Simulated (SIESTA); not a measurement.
Runs of SIESTA 5.4.2 on Gd. It takes space group P6_3/mmc (No. 194, hexagonal). Conventional cell: a = 3.636 Å, b = 3.636 Å, c = 5.783 Å, α = 90.00°, β = 90.00°, γ = 120.00°. Around Gd (site symmetry -6m2) lie 12 Gd at 3.57 to 3.64 Å. 

```tsv
task	level	potentials or basis	cell	optimiser	force tolerance	gap on the mesh (eV)	pressure (GPa)	moment (μB)
band structure	PBE	PseudoDojo 3+ lanthanides (4f in the core) (PBE files), SZ (energy shift 0.002 Ry; radii capped at 9.5 bohr)	as given	-	-	none	(a)	0.00
band structure	BLYP	PseudoDojo 3+ lanthanides (4f in the core) (PBE files), DZP (energy shift 0.002 Ry)	as given	-	-	none	0.9	0.00
relaxation of cell and atoms	PBE	PseudoDojo 3+ lanthanides (4f in the core) (PBE files), DZ (energy shift 0.002 Ry; radii capped at 9.5 bohr)	relaxed	Broyden	0.02 eV/Å	none	0.0	0.00
band structure	PBE	PseudoDojo 3+ lanthanides (4f in the core) (PBE files), TZDP (energy shift 0.002 Ry; radii capped at 9.5 bohr)	as given	-	-	none	-0.3	0.00
```

Alike in all rows: spin collinear, ferromagnetic start; k mesh 8 × 8 × 5; smearing fermi-dirac 0.05 eV; grid cutoff 800 Ry; energy shift 0.002 Ry.

Problem. Fill in the values left out.

Solution. (a) -3.0.

Caveats: spin-orbit coupling is left out, which moves the levels of the heavy elements; the 4f electrons are frozen in the core as for a trivalent ion, so they carry no moment and show no levels; the basis of atomic orbitals isn't converged, which shifts pressures, moduli and gaps; semicore shells carry a single zeta, which can move pressures by several GPa and volumes by a few percent (some runs); the basis has no polarisation orbitals (some runs); the potentials were made for another functional, which shifts forces and pressure (some runs).

A k mesh can miss the band edges, and the runs leave out spin-orbit coupling on Gd.

A gap of «none» marks a metal or a gap under the smearing width.
